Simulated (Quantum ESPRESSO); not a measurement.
A run of Quantum ESPRESSO 7.5 is set up as follows.

The input pw.in:

```
&CONTROL
  calculation = 'scf'
  prefix = 'pwscf'
  outdir = './tmp'
  pseudo_dir = './pseudo'
  tprnfor = .true.
  tstress = .true.
  disk_io = 'low'
/
&SYSTEM
  ibrav = 0
  nat = 3
  ntyp = 2
  ecutwfc = 84
  nbnd = 20
  occupations = 'smearing'
  smearing = 'fd'
  degauss = 0.00367493
/
&ELECTRONS
  conv_thr = 6d-10
  electron_maxstep = 120
  mixing_beta = 0.5
/
ATOMIC_SPECIES
Pb   207.2000 Pb.upf
O     15.9990 O.upf
CELL_PARAMETERS bohr
   0.0000000000    5.1060248709    5.1060248709
   5.1060248709    0.0000000000    5.1060248709
   5.1060248709    5.1060248709    0.0000000000
ATOMIC_POSITIONS bohr
Pb     0.0000000000    0.0000000000    0.0000000000
O      7.6590373064    7.6590373064    7.6590373064
O      2.5530124355    2.5530124355    2.5530124355
K_POINTS automatic
9 9 9 0 0 0
```

bands.in

```
&CONTROL
  calculation = 'bands'
  prefix = 'pwscf'
  outdir = './tmp'
  pseudo_dir = './pseudo'
  disk_io = 'low'
  verbosity = 'high'
/
&SYSTEM
  ibrav = 0
  nat = 3
  ntyp = 2
  ecutwfc = 84
  nbnd = 20
  occupations = 'smearing'
  smearing = 'fd'
  degauss = 0.00367493
/
&ELECTRONS
  conv_thr = 1d-08
  electron_maxstep = 120
  mixing_beta = 0.5
  diago_full_acc = .true.
  startingwfc = 'random'
/
ATOMIC_SPECIES
Pb   207.2000 Pb.upf
O     15.9990 O.upf
CELL_PARAMETERS bohr
   0.0000000000    5.1060248709    5.1060248709
   5.1060248709    0.0000000000    5.1060248709
   5.1060248709    5.1060248709    0.0000000000
ATOMIC_POSITIONS bohr
Pb     0.0000000000    0.0000000000    0.0000000000
O      7.6590373064    7.6590373064    7.6590373064
O      2.5530124355    2.5530124355    2.5530124355
K_POINTS crystal
60
 0.0000000000  0.0000000000  0.0000000000 1
 0.0625000000  0.0000000000  0.0625000000 1
 0.1250000000  0.0000000000  0.1250000000 1
 0.1875000000  0.0000000000  0.1875000000 1
 0.2500000000  0.0000000000  0.2500000000 1
 0.3125000000  0.0000000000  0.3125000000 1
 0.3750000000  0.0000000000  0.3750000000 1
 0.4375000000  0.0000000000  0.4375000000 1
 0.5000000000  0.0000000000  0.5000000000 1
 0.5000000000  0.0625000000  0.5625000000 1
 0.5000000000  0.1250000000  0.6250000000 1
 0.5000000000  0.1875000000  0.6875000000 1
 0.5000000000  0.2500000000  0.7500000000 1
 0.4375000000  0.3125000000  0.7500000000 1
 0.3750000000  0.3750000000  0.7500000000 1
 0.3375000000  0.3375000000  0.6750000000 1
 0.3000000000  0.3000000000  0.6000000000 1
 0.2625000000  0.2625000000  0.5250000000 1
 0.2250000000  0.2250000000  0.4500000000 1
 0.1875000000  0.1875000000  0.3750000000 1
 0.1500000000  0.1500000000  0.3000000000 1
 0.1125000000  0.1125000000  0.2250000000 1
 0.0750000000  0.0750000000  0.1500000000 1
 0.0375000000  0.0375000000  0.0750000000 1
 0.0000000000  0.0000000000  0.0000000000 1
 0.0625000000  0.0625000000  0.0625000000 1
 0.1250000000  0.1250000000  0.1250000000 1
 0.1875000000  0.1875000000  0.1875000000 1
 0.2500000000  0.2500000000  0.2500000000 1
 0.3125000000  0.3125000000  0.3125000000 1
 0.3750000000  0.3750000000  0.3750000000 1
 0.4375000000  0.4375000000  0.4375000000 1
 0.5000000000  0.5000000000  0.5000000000 1
 0.5250000000  0.4500000000  0.5250000000 1
 0.5500000000  0.4000000000  0.5500000000 1
 0.5750000000  0.3500000000  0.5750000000 1
 0.6000000000  0.3000000000  0.6000000000 1
 0.6250000000  0.2500000000  0.6250000000 1
 0.5833333333  0.2500000000  0.6666666667 1
 0.5416666667  0.2500000000  0.7083333333 1
 0.5000000000  0.2500000000  0.7500000000 1
 0.5000000000  0.2857142857  0.7142857143 1
 0.5000000000  0.3214285714  0.6785714286 1
 0.5000000000  0.3571428571  0.6428571429 1
 0.5000000000  0.3928571429  0.6071428571 1
 0.5000000000  0.4285714286  0.5714285714 1
 0.5000000000  0.4642857143  0.5357142857 1
 0.5000000000  0.5000000000  0.5000000000 1
 0.4821428571  0.4821428571  0.5357142857 1
 0.4642857143  0.4642857143  0.5714285714 1
 0.4464285714  0.4464285714  0.6071428571 1
 0.4285714286  0.4285714286  0.6428571429 1
 0.4107142857  0.4107142857  0.6785714286 1
 0.3928571429  0.3928571429  0.7142857143 1
 0.3750000000  0.3750000000  0.7500000000 1
 0.6250000000  0.2500000000  0.6250000000 1
 0.5937500000  0.1875000000  0.5937500000 1
 0.5625000000  0.1250000000  0.5625000000 1
 0.5312500000  0.0625000000  0.5312500000 1
 0.5000000000  0.0000000000  0.5000000000 1
```

Potentials or basis: PseudoDojo 0.4.1 SR PBEsol standard.

Command:

```bash
$ OMP_NUM_THREADS=1 mpirun -n 2 pw.x -nk 2 -in pw.in > pw.out
$ OMP_NUM_THREADS=1 mpirun -n 2 pw.x -nk 2 -in bands.in > bands.out
```

**Question.** Predict the band gap on the k mesh.

**Answer.** None (metal or under the smearing width).

**Question.** Predict the pressure.

**Answer.** -4.8 GPa.

Levels at the corners of the path, in eV from the Fermi level:
| point | band 10 | band 11 | band 12 | band 13 | band 14 | band 15 | band 16 | band 17 |
| --- | --- | --- | --- | --- | --- | --- | --- | --- |
| Γ | -1.98 | -1.98 | -1.20 | -1.20 | -1.20 | 6.86 | 6.86 | 6.86 |
| X | -4.51 | -0.21 | -0.14 | -0.14 | 1.60 | 6.08 | 9.23 | 10.70 |
| W | -2.59 | -2.59 | -0.36 | 0.02 | 2.19 | 8.41 | 8.41 | 9.02 |
| K | -4.06 | -1.30 | -0.49 | -0.21 | 2.10 | 7.44 | 8.81 | 10.21 |
| Γ | -1.98 | -1.98 | -1.20 | -1.20 | -1.20 | 6.86 | 6.86 | 6.86 |
| L | -2.78 | -2.78 | -1.42 | -1.42 | 2.54 | 7.03 | 9.38 | 9.38 |
| U | -4.06 | -1.30 | -0.49 | -0.21 | 2.10 | 7.44 | 8.81 | 10.21 |
| W | -2.59 | -2.59 | -0.36 | 0.02 | 2.19 | 8.41 | 8.41 | 9.02 |
| L | -2.78 | -2.78 | -1.42 | -1.42 | 2.54 | 7.03 | 9.38 | 9.38 |
| K | -4.06 | -1.30 | -0.49 | -0.21 | 2.10 | 7.44 | 8.81 | 10.21 |
| U | -4.06 | -1.30 | -0.49 | -0.21 | 2.10 | 7.44 | 8.81 | 10.21 |
| X | -4.51 | -0.21 | -0.14 | -0.14 | 1.60 | 6.08 | 9.23 | 10.70 |

Caveat: spin-orbit coupling is left out, which moves the levels of the heavy elements.
